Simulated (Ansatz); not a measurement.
# AlGaN2: the cost of one run

Computed with Ansatz 0.2.0 (reference: DFT, HSE06, plane waves, PAW, unless a step's input says otherwise).

4 further runs of the same task are left out: 3 for a known fault of the program, 1 that didn't finish.

### 1 Starting point

Symmetry: P-4m2, No. 115, tetragonal system. Conventional cell: a = 3.138 Å, b = 3.138 Å, c = 4.423 Å, α = 90.00°, β = 90.00°, γ = 90.00°. Al (site symmetry -4m2) is surrounded by 4 N at 1.89 Å. Around N (site symmetry 2mm) lie 2 Al at 1.89 Å and 2 Ga at 1.95 Å. Ga (site symmetry -4m2) is surrounded by 4 N at 1.95 Å.

Structure file:

```
Al N Ga
1.0
     3.13847    0.00000    0.00000
     0.00000    3.13847    0.00000
     0.00000    0.00000    4.42272
Al N Ga
1 2 1
Cartesian
  0.0000 0.0000 0.0000
  0.0000 1.5692 1.0574
  1.5692 0.0000 3.3653
  1.5692 1.5692 2.2114
```

### 2 The reference run

File input.yaml:

```yaml
crystal:
  lattice:
    - [3.1384692123, 0.0, 0.0]
    - [0.0, 3.1384692123, 0.0]
    - [0.0, 0.0, 4.4227207168]
  atoms:
    - { symbol: Al, position: [0.0, 0.0, 0.0] }
    - { symbol: "N", position: [0.0, 0.5, 0.2390927583] }
    - { symbol: Ga, position: [0.5, 0.5, 0.5] }
    - { symbol: "N", position: [0.5, 0.0, 0.7609072417] }
kpoints:
  mp_grid: { grid: [4, 4, 4] }
hamiltonian:
  xc: hse06
scf:
  occupations: { method: fixed }
  n_extra_bands: 5
output:
  forces: true
  stress: true
  eigenvalues: true
  write_density: true
  write_potential: true
  elf: true
  volumetric_format: npy
```

Started as:

```console
$ ansatz run input.yaml --threads 4 --pin off --max-ram 3686MiB --backend cpu --events-out ev --progress --plain --runs-dir out
```

Q: Estimate wall time and peak memory on 4 threads of an x86-64 CPU, shared host.

About 5.2 s, with a peak of 0.88 GiB.
